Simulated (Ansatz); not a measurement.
Rows from a G0W0 calculation on GaGeTe (layers cut from the bulk crystal) (Ansatz 0.2.0; G0W0 on PBE, plane waves, PAW; PAW set soft_1; 6×6×1 mesh, 678 empty bands, screening to 65 eV, PAW set soft_1 files), in eV. Spin-orbit coupling is left out.

```
row      Σx     Σc     Vxc     Z
  A  -15.38   0.96  -14.09  0.72
  B   -9.85  -3.32  -13.61  0.74
  C  -14.42   0.90  -13.18  0.72
  D  -10.66  -3.01  -14.09  0.73
```

**Question.** Which rows are filled states and which are empty ones, and how can one tell?

Filled: A and C. Empty: B and D. The sign of Σc tells: for a filled state bare exchange, which holds its interaction with itself, lies below Vxc (Σx − Vxc is -1.2 eV or lower here) and screening gives part back as a positive Σc. For an empty state Σx lies above Vxc (+3.4 eV or more) and the Coulomb hole leaves Σc negative.

[Paths, hosts, dates, memory and timing lines, banners, echoed tables and standing remarks are left out of the program output.]

[Logs are printed without paths, hosts, clocks, repeated set-up lines and the standing remarks that a program may print on its own settings, such as how far it seeks lower states.]

[Runs of the session that timed out or met a known fault of the program may be left out.]

[Cells called generated may have been cut or substituted from an entry of the Crystallography Open Database or the Materials Project.]

[Hosts, paths, dates, database ids (printed as entryN), source tags and the programs' standing remarks are cut or masked in the printed files.]
